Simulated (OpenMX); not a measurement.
## Sb under changes of volume

One of the cells (27.187 Å³/atom); the others are scaled copies at fixed shape and fractional positions:

```
Sb
1.0
     3.37675    0.00000    0.00000
    -1.68837    2.92435    0.00000
     0.00000    0.00000    5.50639
Sb
2
Direct
  0.66667 0.33333 0.75000
  0.33333 0.66667 0.25000
```

This isn't the form of Sb at room conditions, which is rhombohedral.

```yaml
Program: OpenMX 3.8.5
Functional: PBE
Potentials_or_basis: OpenMX 2013 PBE set, Sb7.0-s3p2d2, fixed grid of 40 × 40 × 75 points
k_mesh: 9 × 9 × 5
Occupations: fermi-dirac, width 0.05 eV
Spin: no spin polarisation
```

| volume (Å³/atom) | energy over the lowest point (meV/atom) | largest force (eV/Å) |
| --- | --- | --- |
| 25.055 | 69.46 | 0.008 |
| 25.588 | 45.65 | 0.010 |
| 26.121 | ? | ? |
| 27.187 | 5.62 | 0.016 |
| 27.720 | 0.87 | 0.005 |
| 28.253 | 0.00 | 0.017 |

Problem. What does the run at 26.121 Å³/atom give?

Solution. Energy over the lowest point 27.54 meV/atom; largest force 0.012 eV/Å.

Worked out: A Birch-Murnaghan fit of order 3 (a polynomial in V^(-2/3)) to the other rows has its minimum at 28.13 Å³/atom with B0 = V·E''(V) = 54 GPa and B' = 4.5 at fixed shape and positions, which overstates the stiffness. It gives 27.46 meV/atom at 26.121 Å³/atom, against the run's 27.54.

Energies are extrapolated to zero smearing.

Caveats: the basis has few d functions beyond the semicore shells, which can make volumes several per cent too large; the basis of atomic orbitals isn't converged, which shifts pressures, moduli and gaps.
